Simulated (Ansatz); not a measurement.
# The perfect (7,0) C nanotube, part 2 of 4

Aim: is the (7,0) C nanotube a metal or a semiconductor?

Ansatz 0.2.0; DFT PBE, plane waves, PAW; relaxation of a wire's period (the session's first sound run).

So far. Step 2 (The relaxed wire): The cell's length comes to 4.269 Å with spin left out.

**3. Bands of the perfect wire**

This step: DFT PBE, plane waves, PAW; bands of a perfect wire (Ansatz 0.2.0).

At the relaxed period the bands are computed along the axis; those that cross an energy going forward count the channels that a perfect wire would open there.

Input file input.yaml:

```yaml
crystal:
  lattice:
    - [12.28, 0.0, 0.0]
    - [0.0, 12.143, 0.0]
    - [0.0, 0.0, 4.2692305357]
  atoms:
    - { symbol: C, position: [0.294837054, 0.599906036, 0.000547263] }
    - { symbol: C, position: [0.294837054, 0.400078229, 0.000547263] }
    - { symbol: C, position: [0.449335517, 0.724500678, 0.000543421] }
    - { symbol: C, position: [0.449335517, 0.275483587, 0.000543421] }
    - { symbol: C, position: [0.641979786, 0.680020311, 0.000538258] }
    - { symbol: C, position: [0.641979786, 0.319963954, 0.000538258] }
    - { symbol: C, position: [0.727743252, 0.499992133, 0.00053924] }
    - { symbol: C, position: [0.294837054, 0.599906036, 0.33278607] }
    - { symbol: C, position: [0.294837054, 0.400078229, 0.33278607] }
    - { symbol: C, position: [0.449335517, 0.724500678, 0.332789912] }
    - { symbol: C, position: [0.449335517, 0.275483587, 0.332789912] }
    - { symbol: C, position: [0.641979786, 0.680020311, 0.332795075] }
    - { symbol: C, position: [0.641979786, 0.319963954, 0.332795075] }
    - { symbol: C, position: [0.727743252, 0.499992133, 0.332794093] }
    - { symbol: C, position: [0.272273786, 0.499992133, 0.50053924] }
    - { symbol: C, position: [0.358037252, 0.680020311, 0.500538258] }
    - { symbol: C, position: [0.358037252, 0.319963954, 0.500538258] }
    - { symbol: C, position: [0.55068152, 0.724500678, 0.500543421] }
    - { symbol: C, position: [0.55068152, 0.275483587, 0.500543421] }
    - { symbol: C, position: [0.705179983, 0.599906036, 0.500547263] }
    - { symbol: C, position: [0.705179983, 0.400078229, 0.500547263] }
    - { symbol: C, position: [0.272273786, 0.499992133, 0.832794093] }
    - { symbol: C, position: [0.358037252, 0.680020311, 0.832795075] }
    - { symbol: C, position: [0.358037252, 0.319963954, 0.832795075] }
    - { symbol: C, position: [0.55068152, 0.724500678, 0.832789912] }
    - { symbol: C, position: [0.55068152, 0.275483587, 0.832789912] }
    - { symbol: C, position: [0.705179983, 0.599906036, 0.83278607] }
    - { symbol: C, position: [0.705179983, 0.400078229, 0.83278607] }
kpoints:
  mp_grid: { grid: [1, 1, 19] }
  band_path: { path: ["Γ", Z], npoints: 50 }
scf:
  occupations: { method: fermi_dirac, width: 0.05 }
hamiltonian:
  xc: pbe
output:
  dos: { e_range: [-5, 4] }
  write_potential: true
  write_density: true
  volumetric_format: npy
  elf: true
```

Command:

```
$ ansatz run input.yaml --threads 4 --pin off --max-ram 16384MiB --backend cpu --events-out ev --progress --plain --runs-dir out
```

Numbers of over 12 decimals in the logs are rounded to 6 here.

The program printed:

```text
[...]
Crystal: 28 atoms, lattice volume = 636.611 Å³
Basis set: ecut = 420 eV, 12415 PW (Γ)
Bands: 84, of which v1, the nominal top of the filled ones, is band 56 counted from 1 (55 counted from 0)
Symmetry: 8 space group operations
[...]
k-points: 10 of 19
[...]
SCF iter   1: F=—  HF=-7019.070932 eV  |F-HF|=—  |Δ(HF+E_count)|=         —  Δρ=3.40e-3  dr2=5.29e-2  ethr=1.77e-3  ⟨swp⟩=14.8  Hψ=6093  notcnv=0  defer=79
[...]
SCF iter   7: F=-7019.102294 eV  HF=-7019.102294 eV  |F-HF|=3.17e-8  |Δ(HF+E_count)|=   1.15e-7  Δρ=3.51e-6  dr2=6.90e-8  ethr=8.93e-11  ⟨swp⟩=20.5  Hψ=4986  notcnv=0
SCF 1 converged in 7 iterations: F = -7019.102294 eV  dr2 = 6.90e-8
[...]
NSCF: frozen V_eff on 51 k-points
WARN: The output density's exchange-correlation potential varies sharply where the density is thin. Do not read a vacuum level from v_tot or v_xc, or from such a field of the output density. On a cell that repeats whose density bears no net charge and no dipole along the vacuum's axis use v_es (v_loc + v_h of the components); under efield.dipole_correction with no amplitude use v_es + v_field, which holds any externa [...]
SCF converged after 7 iterations
Free energy (F): -7019.102294 eV
[...]
Internal energy: -7019.095668 eV  (E = F + TS)
E sigma→0 (E₀):  -7019.098981 eV
Entropy (-TS):   -0.006626 eV (-0.237 meV/atom)
Fermi energy:    -0.246144 eV
[...]
--- Band table (eV; the first three rows and the last of 10) ---
  k-point 0: bands = [... 52 lower, -1.0836, -1.0749, -0.3603, -0.3593, -0.1656, 0.4242, 0.4271, 0.4987, ... 24 higher]
  k-point 1: bands = [... 52 lower, -1.0947, -1.0863, -0.5692, -0.5680, -0.0306, 0.5592, 0.5621, 0.7042, ... 24 higher]
  k-point 2: bands = [... 52 lower, -1.1292, -1.1215, -0.9670, -0.9656, 0.3012, 0.8945, 0.8976, 1.0929, ... 24 higher]
  k-point 9: bands = [... 52 lower, -2.3322, -2.3312, -2.1308, -2.1297, 2.3819, 2.3987, 2.6101, 2.6261, ... 24 higher]
```

It took 47 s on 4 threads of Arm Neoverse V1, shared host; peak memory 2.2 GiB; 3.1 min of CPU time.

Reading the cycles: dr2 is the Hartree energy of the density residual (eV), the measure of convergence; HF is the Harris–Foulkes estimate of the energy, which meets the free energy F at convergence.

Numbers from this step:

```
energy at zero smearing : -7019.0990 eV
band gap                : 0.1937 eV
```

Electronic bands along the path, in eV, zero at the Fermi level:

```tsv
point	band 53	band 54	band 55	band 56	band 57	band 58	band 59	band 60
Γ	-0.84	-0.83	-0.11	-0.11	0.08	0.67	0.67	0.74
halfway	-1.92	-1.92	-1.13	-1.12	1.76	2.09	2.10	2.40
Z	-1.99	-1.99	-1.98	-1.98	2.74	2.74	2.75	2.75
```

Valence density in the ca plane at fractional y = 0.275, with atoms of C within 0.2 Å of it. It is the smooth field of the valence electrons, not physical close to the nuclei.

Values in e/Å³, 24 rows by 14 columns, each cell a mean:
```
0.0 0.0 0.0 0.0 0.0 0.0 0.0 0.0 0.0 0.0 0.0 0.0 0.0 0.0
0.0 0.0 0.0 0.0 0.0 0.0 0.0 0.0 0.0 0.0 0.0 0.0 0.0 0.0
0.0 0.0 0.0 0.0 0.0 0.0 0.0 0.0 0.0 0.0 0.0 0.0 0.0 0.0
0.0 0.0 0.0 0.0 0.0 0.0 0.0 0.0 0.0 0.0 0.0 0.0 0.0 0.0
0.0 0.0 0.0 0.0 0.0 0.0 0.0 0.0 0.0 0.0 0.0 0.0 0.0 0.0
0.0 0.0 0.0 0.0 0.0 0.0 0.0 0.0 0.0 0.0 0.0 0.0 0.0 0.0
0.2 0.2 0.1 0.2 0.2 0.2 0.1 0.1 0.1 0.0 0.0 0.1 0.1 0.2
0.6 0.6 0.5 0.6 0.6 0.6 0.4 0.2 0.1 0.1 0.1 0.2 0.4 0.6
1.1 0.9 0.8 0.9 1.0 1.2 1.0 0.5 0.3 0.2 0.2 0.4 0.8 1.1
0.9 0.6 0.4 0.5 0.8 1.4 1.6 1.3 1.0 0.8 0.9 1.2 1.6 1.5
0.7 0.3 0.2 0.2 0.6 1.3 1.8 1.8 1.9 1.8 1.9 1.8 1.9 1.5
1.0 0.6 0.4 0.5 0.9 1.5 1.9 1.6 1.2 1.1 1.2 1.5 1.8 1.7
1.8 1.7 1.5 1.6 1.7 1.9 1.6 0.8 0.4 0.2 0.3 0.7 1.4 1.9
1.8 1.7 1.6 1.6 1.7 1.8 1.5 0.8 0.4 0.2 0.3 0.6 1.3 1.8
0.9 0.6 0.5 0.5 0.8 1.3 1.4 1.1 0.7 0.6 0.7 1.0 1.3 1.4
0.4 0.2 0.1 0.1 0.3 0.6 0.9 1.0 0.9 0.8 0.8 0.9 1.0 0.7
0.2 0.1 0.0 0.1 0.1 0.3 0.4 0.4 0.4 0.4 0.4 0.4 0.4 0.3
0.1 0.0 0.0 0.0 0.1 0.1 0.1 0.1 0.1 0.1 0.1 0.1 0.1 0.1
0.0 0.0 0.0 0.0 0.0 0.0 0.0 0.0 0.0 0.0 0.0 0.0 0.0 0.0
0.0 0.0 0.0 0.0 0.0 0.0 0.0 0.0 0.0 0.0 0.0 0.0 0.0 0.0
0.0 0.0 0.0 0.0 0.0 0.0 0.0 0.0 0.0 0.0 0.0 0.0 0.0 0.0
0.0 0.0 0.0 0.0 0.0 0.0 0.0 0.0 0.0 0.0 0.0 0.0 0.0 0.0
0.0 0.0 0.0 0.0 0.0 0.0 0.0 0.0 0.0 0.0 0.0 0.0 0.0 0.0
0.0 0.0 0.0 0.0 0.0 0.0 0.0 0.0 0.0 0.0 0.0 0.0 0.0 0.0
```
Columns run along c (4.3 Å), rows up along a (12.3 Å). Atoms in or near the plane, at fractional coordinates: C at (0.00, 0.45), C at (0.33, 0.45), C at (0.50, 0.55), C at (0.83, 0.55).

Electrostatic potential energy in the ca plane at fractional y = 0.275, with atoms of C within 0.2 Å of it. With pseudopotentials it is smooth inside the atoms' cores, unlike the true potential.

Values in eV, 24 rows by 14 columns, each cell a mean:
```
  4   4   4   4   4   4   4   4   4   4   4   4   4   4
  4   4   4   4   4   4   4   4   4   4   4   4   4   4
  4   4   4   4   4   4   4   4   4   4   4   4   4   4
  4   4   4   4   4   4   4   4   4   4   4   4   4   4
  4   4   4   4   4   4   4   4   4   4   4   4   4   4
  4   4   4   4   4   4   4   4   4   4   4   4   4   4
  2   2   2   2   2   2   2   3   3   3   3   3   3   2
-13  -7  -3  -5 -11 -11  -5   0   2   2   2   1  -3  -9
-28 -17  -6 -12 -25 -25 -12  -3  -1   1   0  -2  -8 -21
-11  -6  -3  -4  -9 -16 -26 -30 -19  -8 -14 -28 -29 -19
 -8  -2   0  -1  -5 -29 -54 -57 -49 -23 -40 -56 -56 -40
-13  -7  -3  -5 -11 -21 -34 -39 -27 -11 -21 -37 -37 -25
-53 -42 -18 -33 -52 -51 -33  -8  -3  -1  -2  -6 -24 -48
-54 -43 -18 -34 -53 -52 -34  -8  -2  -1  -1  -5 -24 -48
-13  -7  -3  -5 -12 -14 -17 -18 -11  -5  -8 -16 -18 -15
 -2   1   2   1  -1  -7 -19 -26 -15  -6 -11 -24 -23 -11
  2   3   3   3   2   0  -3  -5  -2   0  -1  -4  -4  -1
  4   4   4   4   4   3   3   3   3   3   3   3   3   3
  4   4   4   4   4   4   4   4   4   4   4   4   4   4
  4   4   4   4   4   4   4   4   4   4   4   4   4   4
  4   4   4   4   4   4   4   4   4   4   4   4   4   4
  4   4   4   4   4   4   4   4   4   4   4   4   4   4
  4   4   4   4   4   4   4   4   4   4   4   4   4   4
  4   4   4   4   4   4   4   4   4   4   4   4   4   4
```
Columns run along c (4.3 Å; values clipped at the 3rd and 97th percentile), rows up along a (12.3 Å). Atoms in or near the plane, at fractional coordinates: C at (0.00, 0.45), C at (0.33, 0.45), C at (0.50, 0.55), C at (0.83, 0.55).

ELF in the ca plane at fractional y = 0.275, with atoms of C within 0.2 Å of it. It is the smooth field of the valence electrons, not physical close to the nuclei.

Values, 24 rows by 14 columns, each cell a mean:
```
0.00 0.00 0.00 0.00 0.00 0.00 0.00 0.00 0.00 0.00 0.00 0.00 0.00 0.00
0.00 0.00 0.00 0.00 0.00 0.00 0.00 0.00 0.00 0.00 0.00 0.00 0.00 0.00
0.00 0.00 0.00 0.00 0.00 0.00 0.01 0.01 0.01 0.01 0.01 0.01 0.01 0.00
0.01 0.00 0.00 0.00 0.01 0.02 0.03 0.03 0.02 0.02 0.02 0.03 0.03 0.02
0.05 0.02 0.01 0.02 0.04 0.08 0.09 0.07 0.05 0.04 0.04 0.07 0.09 0.09
0.23 0.15 0.11 0.13 0.20 0.29 0.28 0.17 0.08 0.04 0.06 0.14 0.26 0.30
0.54 0.47 0.43 0.45 0.52 0.58 0.54 0.31 0.10 0.03 0.07 0.23 0.48 0.58
0.66 0.71 0.76 0.73 0.67 0.67 0.65 0.41 0.13 0.02 0.07 0.32 0.60 0.67
0.64 0.65 0.73 0.68 0.62 0.74 0.80 0.61 0.28 0.12 0.20 0.52 0.77 0.78
0.72 0.44 0.32 0.38 0.63 0.86 0.86 0.64 0.56 0.61 0.57 0.59 0.80 0.88
0.52 0.21 0.05 0.13 0.43 0.61 0.35 0.13 0.56 0.91 0.73 0.20 0.24 0.57
0.69 0.42 0.31 0.36 0.60 0.83 0.79 0.55 0.57 0.70 0.63 0.52 0.72 0.85
0.31 0.58 0.85 0.71 0.34 0.46 0.71 0.60 0.28 0.12 0.20 0.51 0.72 0.56
0.28 0.58 0.86 0.71 0.32 0.42 0.68 0.58 0.26 0.10 0.18 0.49 0.70 0.53
0.72 0.47 0.38 0.42 0.64 0.86 0.89 0.71 0.54 0.51 0.52 0.65 0.85 0.89
0.51 0.20 0.05 0.12 0.42 0.69 0.70 0.63 0.70 0.79 0.74 0.63 0.68 0.72
0.37 0.12 0.02 0.07 0.29 0.57 0.66 0.66 0.65 0.67 0.66 0.65 0.67 0.62
0.25 0.10 0.04 0.07 0.20 0.40 0.48 0.42 0.33 0.27 0.30 0.39 0.47 0.44
0.13 0.07 0.04 0.06 0.11 0.18 0.19 0.14 0.08 0.05 0.06 0.12 0.18 0.19
0.05 0.04 0.03 0.03 0.05 0.06 0.05 0.03 0.01 0.01 0.01 0.02 0.04 0.06
0.02 0.01 0.01 0.01 0.02 0.02 0.01 0.00 0.00 0.00 0.00 0.00 0.01 0.01
0.00 0.00 0.00 0.00 0.00 0.00 0.00 0.00 0.00 0.00 0.00 0.00 0.00 0.00
0.00 0.00 0.00 0.00 0.00 0.00 0.00 0.00 0.00 0.00 0.00 0.00 0.00 0.00
0.00 0.00 0.00 0.00 0.00 0.00 0.00 0.00 0.00 0.00 0.00 0.00 0.00 0.00
```
Columns run along c (4.3 Å), rows up along a (12.3 Å). Atoms in or near the plane, at fractional coordinates: C at (0.00, 0.45), C at (0.33, 0.45), C at (0.50, 0.55), C at (0.83, 0.55).

The gap is 0.194 eV, with spin left out.

**4. Levels at the same atoms, k-mesh 1×1×15**

This step: DFT LDA, plane waves, PAW; bands of a perfect wire at the PBE geometry (Ansatz 0.2.0).

The atoms stay at the PBE geometry and the functional changes. At fixed atoms LDA and the gradient-corrected functionals usually give like bands; this run checks that. Against the first PBE run of this kind, the mesh along the wire has 15 points against 19.

Changes to input.yaml since step 3:

```diff
@@ -35,3 +35,3 @@
 kpoints:
-  mp_grid: { grid: [1, 1, 19] }
+  mp_grid: { grid: [1, 1, 15] }
   band_path: { path: ["Γ", Z], npoints: 50 }
@@ -40,8 +40,2 @@
 hamiltonian:
-  xc: pbe
-output:
-  dos: { e_range: [-5, 4] }
-  write_potential: true
-  write_density: true
-  volumetric_format: npy
-  elf: true
+  xc: lda
```

The program printed:

```text
[...]
Crystal: 28 atoms, lattice volume = 636.611 Å³
Basis set: ecut = 420 eV, 12415 PW (Γ)
Bands: 84, of which v1, the nominal top of the filled ones, is band 56 counted from 1 (55 counted from 0)
Symmetry: 8 space group operations
[...]
k-points: 8 of 15
[...]
SCF iter   1: F=—  HF=-6795.455882 eV  |F-HF|=—  |Δ(HF+E_count)|=         —  Δρ=4.04e-3  dr2=5.12e-2  ethr=1.77e-3  ⟨swp⟩=13.5  Hψ=4898  notcnv=0  defer=64
[...]
SCF iter   7: F=-6795.469873 eV  HF=-6795.469873 eV  |F-HF|=1.85e-8  |Δ(HF+E_count)|=   9.07e-8  Δρ=1.94e-6  dr2=3.31e-8  ethr=8.93e-11  ⟨swp⟩=20.6  Hψ=3894  notcnv=0
SCF 1 converged in 7 iterations: F = -6795.469873 eV  dr2 = 3.31e-8
[...]
SCF converged after 7 iterations
Free energy (F): -6795.469873 eV
[...]
Internal energy: -6795.462058 eV  (E = F + TS)
E sigma→0 (E₀):  -6795.465966 eV
Entropy (-TS):   -0.007815 eV (-0.279 meV/atom)
Fermi energy:    -0.512950 eV
[...]
--- Band table (eV; the first three rows and the last of 8) ---
  k-point 0: bands = [... 52 lower, -1.3551, -1.3471, -0.6251, -0.6241, -0.4398, 0.1390, 0.1416, 0.2195, ... 24 higher]
  k-point 1: bands = [... 52 lower, -1.3721, -1.3645, -0.9339, -0.9326, -0.2273, 0.3510, 0.3537, 0.5219, ... 24 higher]
  k-point 2: bands = [... 52 lower, -1.4656, -1.4641, -1.4267, -1.4202, 0.2537, 0.8377, 0.8406, 1.0366, ... 24 higher]
  k-point 7: bands = [... 52 lower, -2.6244, -2.6235, -2.3676, -2.3666, 2.0441, 2.0593, 2.3330, 2.3473, ... 24 higher]
```

The job ended after 41 s (4 threads; peak memory 2.1 GiB).

This step gave:

* energy at zero smearing: -6795.4660 eV
* band gap: 0.1843 eV

The electronic bands at the labelled points (eV, zero at the Fermi level):

```tsv
point	band 53	band 54	band 55	band 56	band 57	band 58	band 59	band 60
Γ	-0.84	-0.83	-0.11	-0.11	0.07	0.65	0.65	0.73
halfway	-1.92	-1.92	-1.12	-1.12	1.77	2.06	2.07	2.39
Z	-1.98	-1.98	-1.98	-1.98	2.70	2.70	2.71	2.71
```

The gap is 0.184 eV, against 0.194 eV under PBE at the relaxed period.

**5. Levels at the same atoms, k-mesh 1×1×15 (run 2)**

This step: DFT PBEsol, plane waves, PAW; bands of a perfect wire at the PBE geometry (Ansatz 0.2.0).

The atoms stay at the PBE geometry and the functional changes. At fixed atoms LDA and the gradient-corrected functionals usually give like bands; this run checks that. Against the first PBE run of this kind, the mesh along the wire has 15 points against 19.

Changes to input.yaml since step 4:

```diff
@@ -40,2 +40,2 @@
 hamiltonian:
-  xc: lda
+  xc: pbesol
```

The program printed:

```text
[...]
Crystal: 28 atoms, lattice volume = 636.611 Å³
Basis set: ecut = 420 eV, 12415 PW (Γ)
Bands: 84, of which v1, the nominal top of the filled ones, is band 56 counted from 1 (55 counted from 0)
Symmetry: 8 space group operations
[...]
k-points: 8 of 15
[...]
--- Band table (eV; the first three rows and the last of 8) ---
  k-point 0: bands = [... 52 lower, -1.1409, -1.1328, -0.4200, -0.4191, -0.2446, 0.3517, 0.3544, 0.4415, ... 24 higher]
  k-point 1: bands = [... 52 lower, -1.1586, -1.1508, -0.7282, -0.7270, -0.0325, 0.5637, 0.5664, 0.7441, ... 24 higher]
  k-point 2: bands = [... 52 lower, -1.2611, -1.2597, -1.2148, -1.2082, 0.4475, 1.0513, 1.0543, 1.2622, ... 24 higher]
  k-point 7: bands = [... 52 lower, -2.4209, -2.4200, -2.1641, -2.1630, 2.2862, 2.3018, 2.5765, 2.5912, ... 24 higher]
[key lines of the parts left out:]
SCF converged after 7 iterations
Free energy (F): -6900.011867 eV
Fermi energy:    -0.312578 eV
```

It took 42 s on 4 threads; peak memory 2 GiB; 2.8 min of CPU time.

The gap is 0.174 eV, against 0.194 eV under PBE at the relaxed period.

**6. Levels at the same atoms, cutoff 500 eV, k-mesh 1×1×15**

This step: DFT r2SCAN, plane waves, PAW; bands of a perfect wire at the PBE geometry (Ansatz 0.2.0).

The atoms stay at the PBE geometry and the functional changes. r2SCAN also reads the kinetic-energy density; it often gives larger moments and wider gaps than PBE, at a higher cost. Against the first PBE run of this kind, the cutoff is 500 eV against 420 and the mesh along the wire has 15 points against 19.

Changes to input.yaml since step 5:

```diff
@@ -40,2 +40,2 @@
 hamiltonian:
-  xc: pbesol
+  xc: r2scan
```

The program printed:

```text
[...]
Crystal: 28 atoms, lattice volume = 636.611 Å³
Basis set: ecut = 500 eV, 16183 PW (Γ), exchange–correlation on 360×360×128 points (64 copies of the dense FFT grid, shifted against one another)
Bands: 84, of which v1, the nominal top of the filled ones, is band 56 counted from 1 (55 counted from 0)
Symmetry: 8 space group operations
[...]
k-points: 8 of 15
[...]
--- Band table (eV; the first three rows and the last of 8) ---
  k-point 0: bands = [... 52 lower, -1.1884, -1.1809, -0.4225, -0.4216, -0.1953, 0.4357, 0.4382, 0.5038, ... 24 higher]
  k-point 1: bands = [... 52 lower, -1.2081, -1.2010, -0.7475, -0.7463, 0.0245, 0.6572, 0.6597, 0.8244, ... 24 higher]
  k-point 2: bands = [... 52 lower, -1.3111, -1.3097, -1.2702, -1.2641, 0.5260, 1.1699, 1.1728, 1.3767, ... 24 higher]
  k-point 7: bands = [... 52 lower, -2.5501, -2.5493, -2.2803, -2.2793, 2.4904, 2.5059, 2.7982, 2.8129, ... 24 higher]
[key lines of the parts left out:]
SCF converged after 8 iterations
Free energy (F): -7038.546576 eV
Fermi energy:    -0.290220 eV
```

Elapsed: 73 s, on 4 threads; peak memory 3.2 GiB.

The electronic bands at the labelled points (eV, zero at the Fermi level):

```tsv
point	band 53	band 54	band 55	band 56	band 57	band 58	band 59	band 60
Γ	-0.90	-0.89	-0.13	-0.13	0.09	0.73	0.73	0.79
halfway	-2.05	-2.05	-1.21	-1.21	1.87	2.23	2.24	2.56
Z	-2.13	-2.13	-2.12	-2.12	2.93	2.93	2.94	2.94
```

The gap is 0.226 eV, against 0.194 eV under PBE at the relaxed period.

**7. Side by side**

Times are for 4 threads of Arm Neoverse V1, shared host. The series side by side:

```tsv
no.	level	band gap (eV)	time	memory (GiB)
1	LDA	0.1843	41 s	2.1
2	PBEsol	0.1744	42 s	2.0
3	r2SCAN	0.2262	73 s	3.2
```

(Continued in part 3 of 4.)

[Logs are printed without paths, hosts, clocks, repeated set-up lines and the standing remarks that a program may print on its own settings, such as how far it seeks lower states.]

[Hosts, paths, dates, database ids (printed as entryN), source tags and the programs' standing remarks are cut or masked in the printed files.]
